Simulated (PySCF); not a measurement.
Compound: C4H6.
SMILES: `C1[C@H]2[C@@H]1C2`

The closed-shell ground state was solved at several levels (PySCF, density fitting, gas phase, non-relativistic). Isolated species at its GFN2-xTB geometry, gas phase.

```json
{"level": "PBE0/pcSseg-1", "basis functions": "98", "HOMO (eV)": "-7.16", "LUMO (eV)": "1.92", "gap (eV)": "9.08", "dipole (D)": "0.70"}
{"level": "B3LYP/pcJ-1", "basis functions": "168", "HOMO (eV)": "-6.92", "LUMO (eV)": "1.60", "gap (eV)": "8.52", "dipole (D)": "0.69"}
```

(1) What might wB97X-D/def2-SVPD (128 basis functions) give for the same quantities?

(2) Over all these levels, which gives the widest orbital gap and which the narrowest?

(3) How far do the dipole and the HOMO energy spread over the levels?

## Answers

(1) HOMO -9.02 eV, LUMO 2.76 eV, gap 11.78 eV, dipole 0.61 D.

(2) wB97X-D/def2-SVPD (range-separated hybrid) has the widest, 11.78 eV, and B3LYP/pcJ-1 (global hybrid, 20 % exact exchange) the narrowest, 8.52 eV. Functional and basis both differ between the two, so the spread mixes both effects.

(3) The dipole runs from 0.61 to 0.70 D (mean 0.67 D) and the HOMO from -9.02 to -6.92 eV.
